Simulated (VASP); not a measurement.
Runs of VASP 6.6.1 on BaTiO3. The structure is cubic, space group Pm-3m (No. 221). Conventional cell: a = 4.006 Å, b = 4.006 Å, c = 4.006 Å, α = 90.00°, β = 90.00°, γ = 90.00°. Around Ba (site symmetry m-3m) lie 12 O at 2.83 Å. Ti (site symmetry m-3m) is surrounded by 6 O at 2.00 Å. O (site symmetry 4/mmm) has 2 Ti at 2.00 Å as nearest neighbours. 

| level | exchange at q = 0 | share of exact exchange | screening parameter | gap on the mesh (eV) | pressure (GPa) |
| --- | --- | --- | --- | --- | --- |
| PBE0 | truncated | - | - | 3.86 | -2.3 |
| r2SCAN-EpsX | truncated | 0.1483 | - | (a) | -2.0 |
| HSE03 | - | - | - | (b) | -1.9 |
| HSE06 | - | - | 0.2 1/A | 3.14 | (c) |

Alike in all rows: task band structure; potentials or basis VASP PAW PBE potentials, release 64 (Ba_sv, Ti_sv, O); no spin polarisation; cell as given; k mesh 4 × 4 × 4; cutoff (eV) 520; smearing gaussian 0.02 eV.

Q: Estimate the missing entries.

A: (a) 3.32; (b) 2.88; (c) -2.2.

Caveats: the PAW data sets were made with another functional, which shifts forces and pressure a little; spin-orbit coupling is left out, which moves the levels of the heavy elements.

A k mesh can miss the band edges, and the runs leave out spin-orbit coupling on Ba.
